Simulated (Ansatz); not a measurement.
# In2O3: the cost of one run

Program: Ansatz 0.2.0. PAW datasets, plane waves. The values are computed, spin-unpolarised, and not measurements.

## (1) The structure to begin with

The unstrained cell was relaxed with r2SCAN; in each strained cell the atoms were relaxed again with r2SCAN. Names of k-points are those of the unstrained zone, where strain can split equivalent points. First state: +3.0 % equal strain in all directions.

It is trigonal, R-3c (No. 167); a = 5.673 Å, c = 15.000 Å in the conventional setting, 13.93 Å³ an atom. In has 6 O at 2.20–2.32 Å; O has 4 In at 2.20–2.32 Å.

The structure in full:

```cif
data_structure
_symmetry_space_group_name_H-M 'R-3c:H'
_symmetry_Int_Tables_number 167
_cell_length_a 5.6729
_cell_length_b 5.6729
_cell_length_c 14.9999
_cell_angle_alpha 90.000
_cell_angle_beta 90.000
_cell_angle_gamma 120.000
_cell_volume 418.05
loop_
_atom_site_label
_atom_site_type_symbol
_atom_site_symmetry_multiplicity
_atom_site_Wyckoff_symbol
_atom_site_fract_x
_atom_site_fract_y
_atom_site_fract_z
_atom_site_occupancy
In1 In 12 c 0.66667 0.33333 0.18930 1
O1 O 18 e 0.36957 0.33333 0.08333 1
```

From earlier runs on the unstrained cell: PBE 1.22 eV, r2SCAN 1.80 eV, HSE06 2.73 eV; a = 5.508 Å, c = 14.563 Å.

## (2) +3.0 % equal strain in all directions: PBE

The input, input.yaml:

```yaml
crystal:
  lattice:
    - [2.8364356707, 1.637616898, 4.999970375]
    - [-2.8364356707, 1.637616898, 4.999970375]
    - [0.0, -3.2752337961, 4.999970375]
  atoms:
    - { symbol: In, position: [0.8559697303, 0.8559697303, 0.8559697303] }
    - { symbol: In, position: [0.3559697303, 0.3559697303, 0.3559697303] }
    - { symbol: In, position: [0.1440302697, 0.1440302697, 0.1440302697] }
    - { symbol: In, position: [0.6440302697, 0.6440302697, 0.6440302697] }
    - { symbol: O, position: [0.4528988971, 0.0471011029, 0.75] }
    - { symbol: O, position: [0.0471011029, 0.75, 0.4528988971] }
    - { symbol: O, position: [0.5471011029, 0.9528988971, 0.25] }
    - { symbol: O, position: [0.25, 0.5471011029, 0.9528988971] }
    - { symbol: O, position: [0.9528988971, 0.25, 0.5471011029] }
    - { symbol: O, position: [0.75, 0.4528988971, 0.0471011029] }
kpoints:
  mp_grid: { grid: [6, 6, 6] }
  band_path:
    path:
      - [0.0, 0.0, 0.0]
      - [0.5, 0.5, 0.5]
      - [0.7618181098, 0.2381818902, 0.5]
      - [0.5, -0.2381818902, 0.2381818902]
      - [0.5, 0.0, 0.0]
      - [0.3690909451, -0.3690909451, 0.0]
      - [0.6309090549, 0.0, 0.3690909451]
      - [0.5, 0.0, 0.5]
      - [0.0, 0.1875, -0.1875]
    npoints: 1
hamiltonian:
  xc: pbe
scf:
  occupations: { method: fermi_dirac, width: 0.02 }
  n_extra_bands: 6
output:
  forces: true
  stress: true
  eigenvalues: true
```

Launch:

```bash
$ ansatz run input.yaml --threads 2 --pin off --max-ram 29491MiB --backend cpu --events-out ev --progress --plain --runs-dir out
```

**Question.** How long does this run take on 2 threads of AMD EPYC 7R13 (Zen 3), shared host, and how much memory does it need?

About 5.3 s, with a peak of 0.64 GiB.
